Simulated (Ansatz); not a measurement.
## Na₃F₂: competing structures

Theory: DFT PBE, scalar-relativistic, plane waves, PAW (Ansatz). All cells share a 420 eV cutoff and Γ-centred k meshes spaced at most 0.3 Å⁻¹ (0.19 for metals, 2π included).

All energies are static (0 K, no zero-point motion). Larger cells and other orderings weren't all tried, so the list isn't exhaustive. The k mesh leaves about 4 meV/atom of noise in metals. No run is spin-polarised.

| # | started from | space group | atoms | V (Å³/atom) | ΔE (meV/atom) | gap on mesh (eV) | rattle test |
| --- | --- | --- | --- | --- | --- | --- | --- |
| 1 | anti-tetradymite type | R-3m (No. 166) | 5 | 17.2 | 0 | 0.00 | - |
| 2 | a rattled cell | Cm (No. 8) | 5 | 21.8 | 50 | 0.00 | - |
| 3 | anti-A-type sesquioxide type, changed | P-3m1 (No. 164) | 5 | 24.3 | 95 | 0.00 | falls lower |

The lowest structure: Space group R-3m (No. 166), trigonal, a = 3.386 Å, c = 25.931 Å. Na on Wyckoff site a (1 atom of the primitive cell) has 6 F at 2.37 Å; Na on Wyckoff site c (2 atoms of the primitive cell) has 3 F at 2.38 Å; around F lie 6 Na at 2.37–2.38 Å. Its energy against the elements is -2.11 eV/atom. Formation energies are uncorrected and refer to the lowest elemental structures computed at the same level (F₂ as a molecule).

Space group R-3m:H (No. 166). a = 3.386 Å, b = 3.386 Å, c = 25.931 Å, α = 90.00°, β = 90.00°, γ = 120.00°
| atom | site | symmetry | x | y | z |
| --- | --- | --- | --- | --- | --- |
| Na | 3a | -3m | 0.0000 | 0.0000 | 0.0000 |
| Na | 6c | 3m | 0.3333 | 0.6667 | 0.8954 |
| F | 6c | 3m | 0.6667 | 0.3333 | 0.7186 |

The second: Space group Cm (No. 8), monoclinic, a = 6.386 Å, b = 3.679 Å, c = 9.480 Å, β = 102.4°. Na on Wyckoff site a (1 atom of the primitive cell) has 1 F at 2.23 Å; Na on Wyckoff site a (1 atom of the primitive cell) is coordinated by 3 F at 2.24 Å; around Na on Wyckoff site a (1 atom of the primitive cell) lie 4 F at 2.23–2.24 Å; around F on Wyckoff site a (1 atom of the primitive cell) lie 4 Na at 2.23–2.24 Å.